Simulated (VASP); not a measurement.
# CdTe (F-43m) in VASP: notebook

Runs on CdTe. Level: PBE0. Tasks: single point.

Everything below comes from runs of VASP 6.6.1. Logs are shortened: lines on timing, memory, paths and dates and some standing lists are left out, and cuts for length are marked.

### Step 1. Starting point

Symmetry: F-43m, No. 216, cubic system. Conventional cell: a = 6.410 Å, b = 6.410 Å, c = 6.410 Å, α = 90.00°, β = 90.00°, γ = 90.00°. Around Te (site symmetry -43m) lie 4 Cd at 2.78 Å. Around Cd (site symmetry -43m) lie 4 Te at 2.78 Å.

### Step 2. Single point, PBE0

POSCAR reads:

```
CdTe
1.0
    0.0000000000      3.2050000000      3.2050000000
    3.2050000000      0.0000000000      3.2050000000
    3.2050000000      3.2050000000      0.0000000000
Te Cd
1 1
Direct
    0.7500000000      0.7500000000      0.7500000000
    0.0000000000      0.0000000000      0.0000000000
```

INCAR.step1 reads:

```
SYSTEM = CdTe
ALGO = Normal
EDIFF = 1E-5
ENCUT = 400
GGA = PE
ISIF = 2
ISMEAR = 0
LASPH = .True.
LCHARG = .False.
LREAL = .False.
LWAVE = .True.
NBANDS = 17
NELM = 100
NKRED = 1
PREC = Accurate
SIGMA = 0.01
```

INCAR.step2 reads:

```
SYSTEM = CdTe
AEXX = 0.25
ALGO = Normal
EDIFF = 1E-6
ENCUT = 400
GGA = PE
ISIF = 2
ISMEAR = 0
ISTART = 1
LASPH = .True.
LCHARG = .False.
LHFCALC = .True.
LREAL = .False.
LWAVE = .False.
NBANDS = 17
NELM = 100
NKRED = 1
PREC = Accurate
PRECFOCK = Accurate
SIGMA = 0.01
```

KPOINTS reads:

```
k-points
0
Gamma
  3 3 3
  0 0 0
```

Potentials or basis: VASP PAW PBE potentials, release 64 (Te, Cd).

The run is started by

```console
> cat potpaw_PBE.64/Te/POTCAR potpaw_PBE.64/Cd/POTCAR > POTCAR
> cp INCAR.step1 INCAR
> mpirun -np 1 vasp_std > vasp.out
> cp INCAR.step2 INCAR
> mpirun -np 1 vasp_std > vasp.out
```

OUTCAR:

```text
SYSTEM = CdTe
   AEXX = 0.25
   EDIFF = 1E-6
   ENCUT = 400
   GGA = PE
   ISIF = 2
   ISMEAR = 0
   ISTART = 1
   LASPH = .True.
   LHFCALC = .True.
   LREAL = .False.
   NELM = 100
   NKRED = 1
   PREC = Accurate
   PRECFOCK = Accurate

 Found      4 irreducible k-points:

 Following reciprocal coordinates:
            Coordinates               Weight
  0.000000  0.000000  0.000000      1.000000
  0.333333  0.000000  0.000000      8.000000
  0.333333  0.333333  0.000000      6.000000
 -0.333333  0.333333  0.000000     12.000000
   k-points           NKPTS =      4   k-points in BZ     NKDIM =     27   number of bands    NBANDS=     17
   number of dos      NEDOS =    301   number of ions     NIONS =      2
   total plane-waves  NPLWV =  27000
   dimension x,y,z NGX =    30 NGY =   30 NGZ =   30
   dimension x,y,z NGXF=    60 NGYF=   60 NGZF=   60
   ions per type =               1   1
   NGX,Y,Z   is equivalent  to a cutoff of  11.00, 11.00, 11.00 a.u.
   NGXF,Y,Z  is equivalent  to a cutoff of  22.01, 22.01, 22.01 a.u.
 SYSTEM =  CdTe
   PREC   = accura    normal or accurate (medium, high low for compatibility)
   ISTART =      1    job   : 0-new  1-cont  2-samecut
   ICHARG =      0    charge: 1-file 2-atom 10-const
   ISPIN  =      1    spin polarized calculation?
   LNONCOLLINEAR =      F non collinear calculations
   LSORBIT =      F    spin-orbit coupling
   LASPH  =      T    aspherical Exc in radial PAW
   ENCUT  =  400.0 eV  29.40 Ry    5.42 a.u.   7.39  7.39  7.39*2*pi/ulx,y,z
   NELM   =    100;   NELMIN=  2; NELMDL=  0     # of ELM steps
   EDIFF  = 0.1E-05   stopping-criterion for ELM
   LREAL  =      F    real-space projection
   EDIFFG = 0.1E-04   stopping-criterion for IOM
   NSW    =      0    number of steps for IOM
   IBRION =     -1    ionic relax: 0-MD 1-quasi-New 2-CG
   NFREE  =      0    steps in history (QN), initial steepest desc. (CG)
   ISIF   =      2    stress and relaxation
   ISYM   =      3    0-nonsym 1-usesym 2-fastsym
   POTIM  = 0.5000    time-step for ionic-motion
   TEBEG  =    0.0;   TEEND  =   0.0 temperature during run
   PSTRESS=    0.0 pullay stress
   NELECT =      18.0000    total number of electrons
   NUPDOWN=      -1.0000    fix difference up-down
   EMIN   =  10.00;   EMAX   =-10.00  energy-range for DOS
   EFERMI =   0.00;   METHOD = LEGACY
   ISMEAR =     0;   SIGMA  =   0.01  broadening in eV -4-tet -1-fermi 0-gaus
   EFERMI_NEDOS =   21; number of points for ismear=-14 and -15
   IALGO  =     38    algorithm
   IMIX   =      1    mixing-type and parameters
     AMIX     =   0.40;   BMIX     =  1.00
     AMIX_MAG =   1.60;   BMIX_MAG =  1.00
  volume/ion in A,a.u.               =      32.92       222.17
  Fermi-wavevector in a.u.,A,eV,Ry     =   1.062497  2.007828 15.359610  1.128899
  Thomas-Fermi vector in A             =   2.197950
   LORBIT       =      0    0 simple, 1 ext, 2 COOP (PROOUT), +10 PAW based schemes
   GGA     = PE    functional components
   LHFCALC =     T    Hartree Fock is set to
   PRECFOCK=accur.    Normal, Fast or Accurate (Low or Medium for compatibility)
   ENCUT4O =  -1.0   cutoff for four orbital integrals eV
   NKREDX  =     1    reduce k-point grid by
   NKREDY  =     1    reduce k-point grid by
   NKREDZ  =     1    reduce k-point grid by
   AEXX    =    0.2500 exact exchange contribution
   HFSCREEN=    0.0000 screening length (either q_TF or 0.3 A-1)
   HFSCREENC=   0.0000 screening length for correlation (either q_TF or 0.3 A-1)
   ENCUTFOCK=  -1.0 apply spherical cutoff to Coloumb kernel
   IVDW    =     0    specifies the selected vdW correction
   LEPSILON=     F    determine dielectric tensor
   LRPA    =     F    only Hartree local field effects (RPA)
 non-spin polarized calculation
 Gauss-broadening in eV      SIGMA  =   0.01
  energy-cutoff  :      400.00
  volume of cell :       65.84
 maximum number of plane-waves:      1243
 NGX is ok and might be reduce to    30

 number of electron      18.0000011 magnetization

 Free energy of the ion-electron system (eV)
  ---------------------------------------------------
  ext. energy  EPLUGINS =         0.00000000
  ---------------------------------------------------
  free energy    TOTEN  =        -6.38621285 eV

  energy without entropy =       -6.38621285  energy(sigma->0) =       -6.38621285

 E-fermi :   1.9097     XC(G=0):  -6.8780

 val. band max:        1.7850365303   @ k =   0.0000   0.0000   0.0000
 cond. band min:       4.2447914361   @ k =   0.0000   0.0000   0.0000
 fundamental gap:      2.4597549058
 Fermi energy:         1.9096804170

 k-point     1 :       0.0000    0.0000    0.0000
  band No.  band energies     occupation
      1     -10.5541      2.00000
      2      -7.9817      2.00000
      3      -7.9817      2.00000
      4      -7.9817      2.00000
      5      -7.6934      2.00000
      6      -7.6934      2.00000
[... 9 lines left out ...]
     16      12.9684      0.00000
     17      13.6608      0.00000

 k-point     2 :       0.3333    0.0000    0.0000
  band No.  band energies     occupation
      1     -10.2316      2.00000
      2      -7.9256      2.00000
      3      -7.9256      2.00000
      4      -7.6903      2.00000
      5      -7.6903      2.00000
      6      -7.5167      2.00000
[... 9 lines left out ...]
     16      12.4610      0.00000
     17      16.2331      0.00000

 k-point     3 :       0.3333    0.3333    0.0000
  band No.  band energies     occupation
      1     -10.1350      2.00000
      2      -7.8528      2.00000
      3      -7.8527      2.00000
      4      -7.7845      2.00000
      5      -7.6696      2.00000
      6      -7.3933      2.00000
[... 9 lines left out ...]
     16      15.8929      0.00000
     17      16.7513      0.00000

 k-point     4 :      -0.3333    0.3333    0.0000
  band No.  band energies     occupation
      1     -10.0486      2.00000
      2      -7.8694      2.00000
      3      -7.8503      2.00000
      4      -7.7235      2.00000
      5      -7.6889      2.00000
      6      -6.9974      2.00000
[... 9 lines left out ...]
     16      15.9945      0.00000
     17      16.5096      0.00000

------------------------ aborting loop because EDIFF is reached ----------------------------------------

  FORCE on cell =-STRESS in cart. coord.  units (eV):
  Direction    XX          YY          ZZ          XY          YZ          ZX
  --------------------------------------------------------------------------------------
  -------------------------------------------------------------------------------------
  Total        1.4733475      1.4733475      1.4733475      0.0000000      0.0000000     -0.0000000
  in kB       35.8510334     35.8510334     35.8510334      0.0000000      0.0000000     -0.0000000
  external PRESSURE =      35.8510334 kB  Pullay stress =       0.0000000 kB

 VOLUME and BASIS-vectors are now :
 -----------------------------------------------------------------------------
  energy-cutoff  :      400.00
  volume of cell :       65.84
      direct lattice vectors                 reciprocal lattice vectors
     0.000000000  3.205000000  3.205000000    -0.156006240  0.156006240  0.156006240
     3.205000000  0.000000000  3.205000000     0.156006240 -0.156006240  0.156006240
     3.205000000  3.205000000  0.000000000     0.156006240  0.156006240 -0.156006240

 POSITION                                       TOTAL-FORCE (eV/Angst)
 -----------------------------------------------------------------------------------
      4.80750      4.80750      4.80750        -0.000000     -0.000000      0.000000
      0.00000      0.00000      0.00000         0.000000      0.000000     -0.000000
 -----------------------------------------------------------------------------------
    total drift:                                0.000005      0.000004     -0.000007

  FREE ENERGIE OF THE ION-ELECTRON SYSTEM (eV)
  ---------------------------------------------------
  free  energy   TOTEN  =        -6.3862128494 eV

  energy  without entropy=       -6.3862128494  energy(sigma->0) =       -6.38621285
```

Run time: 2.8 min. Hardware: 1 thread of Intel Xeon 6975P-C (Granite Rapids), shared host; peak memory 0.2 GiB.

These settings aren't checked as converged: the numbers below hold their error.

Results:

```yaml
Free_energy: -6.3862 eV
Pressure: 3.6 GPa
Band_gap_on_the_k_mesh: 2.46 eV, direct
```

Caveat: the k mesh is coarse (spacing up to 0.57 Å⁻¹), so the values aren't converged, least of all with exact exchange; the PAW data sets were made with another functional, which shifts forces and pressure a little; spin-orbit coupling is left out, which moves the levels of the heavy elements.

### Step 3. Single point, PBE0

POSCAR is that of step 2.

Changes to INCAR.step1 since step 2:

```diff
@@ -3,3 +3,3 @@
 EDIFF = 1E-5
-ENCUT = 400
+ENCUT = 340
 GGA = PE
```

Changes to INCAR.step2 since step 2:

```diff
@@ -4,3 +4,3 @@
 EDIFF = 1E-6
-ENCUT = 400
+ENCUT = 340
 GGA = PE
@@ -18,3 +18,3 @@
 PREC = Accurate
-PRECFOCK = Accurate
+PRECFOCK = Fast
 SIGMA = 0.01
```

KPOINTS reads:

```
k-points
0
Gamma
  4 4 4
  0 0 0
```

Potentials or basis: VASP PAW PBE potentials, release 64 (Te, Cd).

The run is started by

```console
> cat potpaw_PBE.64/Te/POTCAR potpaw_PBE.64/Cd/POTCAR > POTCAR
> cp INCAR.step1 INCAR
> mpirun -np 1 vasp_std > vasp.out
> cp INCAR.step2 INCAR
> mpirun -np 1 vasp_std > vasp.out
```

OUTCAR:

```text
SYSTEM = CdTe
   AEXX = 0.25
   EDIFF = 1E-6
   ENCUT = 340
   GGA = PE
   ISIF = 2
   ISMEAR = 0
   ISTART = 1
   LASPH = .True.
   LHFCALC = .True.
   LREAL = .False.
   NELM = 100
   NKRED = 1
   PREC = Accurate
   PRECFOCK = Fast

 Found      8 irreducible k-points:

 Following reciprocal coordinates:
            Coordinates               Weight
  0.000000  0.000000  0.000000      1.000000
  0.250000  0.000000  0.000000      8.000000
  0.500000  0.000000  0.000000      4.000000
  0.250000  0.250000  0.000000      6.000000
  0.500000  0.250000  0.000000     24.000000
 -0.250000  0.250000  0.000000     12.000000
   k-points           NKPTS =      8   k-points in BZ     NKDIM =     64   number of bands    NBANDS=     17
   number of dos      NEDOS =    301   number of ions     NIONS =      2
   total plane-waves  NPLWV =  21952
   dimension x,y,z NGX =    28 NGY =   28 NGZ =   28
   dimension x,y,z NGXF=    56 NGYF=   56 NGZF=   56
   ions per type =               1   1
   NGX,Y,Z   is equivalent  to a cutoff of  10.27, 10.27, 10.27 a.u.
   NGXF,Y,Z  is equivalent  to a cutoff of  20.54, 20.54, 20.54 a.u.
 SYSTEM =  CdTe
   PREC   = accura    normal or accurate (medium, high low for compatibility)
   ISTART =      1    job   : 0-new  1-cont  2-samecut
   ICHARG =      0    charge: 1-file 2-atom 10-const
   ISPIN  =      1    spin polarized calculation?
   LNONCOLLINEAR =      F non collinear calculations
   LSORBIT =      F    spin-orbit coupling
   LASPH  =      T    aspherical Exc in radial PAW
   ENCUT  =  340.0 eV  24.99 Ry    5.00 a.u.   6.81  6.81  6.81*2*pi/ulx,y,z
   NELM   =    100;   NELMIN=  2; NELMDL=  0     # of ELM steps
   EDIFF  = 0.1E-05   stopping-criterion for ELM
   LREAL  =      F    real-space projection
   EDIFFG = 0.1E-04   stopping-criterion for IOM
   NSW    =      0    number of steps for IOM
   IBRION =     -1    ionic relax: 0-MD 1-quasi-New 2-CG
   NFREE  =      0    steps in history (QN), initial steepest desc. (CG)
   ISIF   =      2    stress and relaxation
   ISYM   =      3    0-nonsym 1-usesym 2-fastsym
   POTIM  = 0.5000    time-step for ionic-motion
   TEBEG  =    0.0;   TEEND  =   0.0 temperature during run
   PSTRESS=    0.0 pullay stress
   NELECT =      18.0000    total number of electrons
   NUPDOWN=      -1.0000    fix difference up-down
   EMIN   =  10.00;   EMAX   =-10.00  energy-range for DOS
   EFERMI =   0.00;   METHOD = LEGACY
   ISMEAR =     0;   SIGMA  =   0.01  broadening in eV -4-tet -1-fermi 0-gaus
   EFERMI_NEDOS =   21; number of points for ismear=-14 and -15
[... 17 lines left out ...]
   HFSCREENC=   0.0000 screening length for correlation (either q_TF or 0.3 A-1)
   ENCUTFOCK=  -1.0 apply spherical cutoff to Coloumb kernel
   IVDW    =     0    specifies the selected vdW correction
   LEPSILON=     F    determine dielectric tensor
   LRPA    =     F    only Hartree local field effects (RPA)
 non-spin polarized calculation
 Gauss-broadening in eV      SIGMA  =   0.01
  energy-cutoff  :      340.00
  volume of cell :       65.84
 maximum number of plane-waves:       960
  NGX = 16; NGY = 16; NGZ = 16

 number of electron      18.0000011 magnetization

 Free energy of the ion-electron system (eV)
  ---------------------------------------------------
  ext. energy  EPLUGINS =         0.00000000
  ---------------------------------------------------
  free energy    TOTEN  =        -6.50663484 eV

  energy without entropy =       -6.50663484  energy(sigma->0) =       -6.50663484

 E-fermi :   1.8542     XC(G=0):  -6.9031

 val. band max:        1.7920979065   @ k =   0.0000   0.0000   0.0000
 cond. band min:       4.1476968235   @ k =   0.0000   0.0000   0.0000
 fundamental gap:      2.3555989169
 Fermi energy:         1.8542252952

 k-point     1 :       0.0000    0.0000    0.0000
  band No.  band energies     occupation
      1     -10.6140      2.00000
      2      -7.9557      2.00000
      3      -7.9557      2.00000
      4      -7.9557      2.00000
      5      -7.6647      2.00000
      6      -7.6647      2.00000
[... 97 lines left out ...]
      4      -7.6741      2.00000
      5      -7.6730      2.00000
      6      -7.2816      2.00000
[... 9 lines left out ...]
     16      14.8226      0.00000
     17      15.1630      0.00000

 [... further k-points ...]

------------------------ aborting loop because EDIFF is reached ----------------------------------------

  FORCE on cell =-STRESS in cart. coord.  units (eV):
  Direction    XX          YY          ZZ          XY          YZ          ZX
  --------------------------------------------------------------------------------------
  -------------------------------------------------------------------------------------
  Total        1.2398925      1.2398925      1.2398925     -0.0000000      0.0000000     -0.0000000
  in kB       30.1703629     30.1703629     30.1703629     -0.0000000      0.0000000     -0.0000000
  external PRESSURE =      30.1703629 kB  Pullay stress =       0.0000000 kB

 VOLUME and BASIS-vectors are now :
 -----------------------------------------------------------------------------
  energy-cutoff  :      340.00
  volume of cell :       65.84
      direct lattice vectors                 reciprocal lattice vectors
     0.000000000  3.205000000  3.205000000    -0.156006240  0.156006240  0.156006240
     3.205000000  0.000000000  3.205000000     0.156006240 -0.156006240  0.156006240
     3.205000000  3.205000000  0.000000000     0.156006240  0.156006240 -0.156006240

 POSITION                                       TOTAL-FORCE (eV/Angst)
 -----------------------------------------------------------------------------------
      4.80750      4.80750      4.80750        -0.000000     -0.000000     -0.000000
      0.00000      0.00000      0.00000         0.000000      0.000000      0.000000
 -----------------------------------------------------------------------------------
    total drift:                               -0.000002     -0.000011     -0.000019

  FREE ENERGIE OF THE ION-ELECTRON SYSTEM (eV)
  ---------------------------------------------------
  free  energy   TOTEN  =        -6.5066348366 eV

  energy  without entropy=       -6.5066348366  energy(sigma->0) =       -6.50663484
```

Run time: 78 s. Hardware: 1 thread of Intel Xeon 6975P-C (Granite Rapids), shared host; peak memory 0.16 GiB.

The run converged, but some of its settings lie outside the range that counts as converged, so its numbers aren't taken as properties of the crystal.

Results:

```
Free energy            : -6.5066 eV
Pressure               : 3.0 GPa
Band gap on the k mesh : 2.36 eV, direct
```

Caveat: the k mesh is coarse (spacing up to 0.42 Å⁻¹), so the values aren't converged, least of all with exact exchange; the cutoff is under 1.25 times the usual one of these potentials, so pressure, stress and relaxed cells hold a basis-set (Pulay) error; the PAW data sets were made with another functional, which shifts forces and pressure a little; spin-orbit coupling is left out, which moves the levels of the heavy elements.

### Step 4. Single point, PBE0

POSCAR is that of step 3.

Changes to INCAR.step1 since step 3:

```diff
@@ -3,3 +3,3 @@
 EDIFF = 1E-5
-ENCUT = 340
+ENCUT = 280
 GGA = PE
```

Changes to INCAR.step2 since step 3:

```diff
@@ -4,3 +4,3 @@
 EDIFF = 1E-6
-ENCUT = 340
+ENCUT = 280
 GGA = PE
```

KPOINTS reads:

```
k-points
0
Gamma
  5 5 5
  0 0 0
```

The run is started by

```console
> cat potpaw_PBE.64/Te/POTCAR potpaw_PBE.64/Cd/POTCAR > POTCAR
> cp INCAR.step1 INCAR
> mpirun -np 1 vasp_std > vasp.out
> cp INCAR.step2 INCAR
> mpirun -np 1 vasp_std > vasp.out
```

It took 2.1 min on 1 thread of Intel Xeon 6975P-C (Granite Rapids), shared host; peak memory 0.15 GiB.

These settings aren't checked as converged: the numbers below hold their error.

What came out:

```
Free energy            : -6.5162 eV
Band gap on the k mesh : 2.30 eV, direct
```

Caveat: the cutoff is under 1.25 times the usual one of these potentials, so pressure, stress and relaxed cells hold a basis-set (Pulay) error; the PAW data sets were made with another functional, which shifts forces and pressure a little; spin-orbit coupling is left out, which moves the levels of the heavy elements.

### Step 5. Single point, PBE0

POSCAR is that of step 4.

Changes to INCAR.step1 since step 4:

```diff
@@ -3,3 +3,3 @@
 EDIFF = 1E-5
-ENCUT = 280
+ENCUT = 340
 GGA = PE
```

Changes to INCAR.step2 since step 4:

```diff
@@ -4,3 +4,3 @@
 EDIFF = 1E-6
-ENCUT = 280
+ENCUT = 340
 GGA = PE
```

KPOINTS is that of step 4.

The run is started by

```console
> cat potpaw_PBE.64/Te/POTCAR potpaw_PBE.64/Cd/POTCAR > POTCAR
> cp INCAR.step1 INCAR
> mpirun -np 1 vasp_std > vasp.out
> cp INCAR.step2 INCAR
> mpirun -np 1 vasp_std > vasp.out
```

It took 2.5 min on 1 thread of Intel Xeon 6975P-C (Granite Rapids), shared host; peak memory 0.16 GiB.

The run converged, but some of its settings lie outside the range that counts as converged, so its numbers aren't taken as properties of the crystal.

Results:

* Free energy: -6.5263 eV
* Pressure: 2.9 GPa
* Band gap on the k mesh: 2.30 eV, direct

Caveat: the cutoff is under 1.25 times the usual one of these potentials, so pressure, stress and relaxed cells hold a basis-set (Pulay) error; the PAW data sets were made with another functional, which shifts forces and pressure a little; spin-orbit coupling is left out, which moves the levels of the heavy elements.

### Step 6. The reference run

An earlier run on the cell as given: functional PBEsol; potentials or basis VASP PAW PBE potentials, release 64 (Te, Cd); cutoff 520 eV; k mesh 7 × 7 × 7; occupations fermi-dirac, width 0.05 eV; no spin polarisation.

* Pressure: 1.9 GPa
* Band gap on the k mesh: 0.76 eV, direct
